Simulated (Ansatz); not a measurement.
Here is an Ansatz 0.2.0 calculation.

File input.yaml:

```yaml
crystal:
  lattice:
    - [0.0, 2.211323, 2.211323]
    - [2.211323, 0.0, 2.211323]
    - [2.211323, 2.211323, 0.0]
  atoms:
    - { symbol: Ta, position: [0.5, 0.5, 0.5] }
    - { symbol: "N", position: [0.0, 0.0, 0.0] }
kpoints:
  mp_grid: { grid: [10, 10, 10] }
scf:
  occupations: { method: fermi_dirac, width: 0.05 }
hamiltonian:
  xc: blyp
  dispersion: d3bj
  pseudopotentials: { kind: all_electron, lapw: { basis_error: 0.001 } }
output:
  forces: true
  stress: true
relax:
  f_tol: 0.02
  max_steps: 60
  cell: {}
```

Potentials or basis: all-electron LAPW, scalar-relativistic.

The run is started by

```bash
$ ansatz run input.yaml --threads 1 --pin off --max-ram 3072MiB --backend cpu --events-out ev --progress --plain --runs-dir out
```

(1) Predict the space group after relaxing (to 0.05 Å).

(2) Predict the relaxed cell.

## Answers

(1) Fm-3m (No. 225).

(2) a = 3.106 Å, b = 3.106 Å, c = 3.106 Å, α = 60.00°, β = 60.00°, γ = 60.00°.
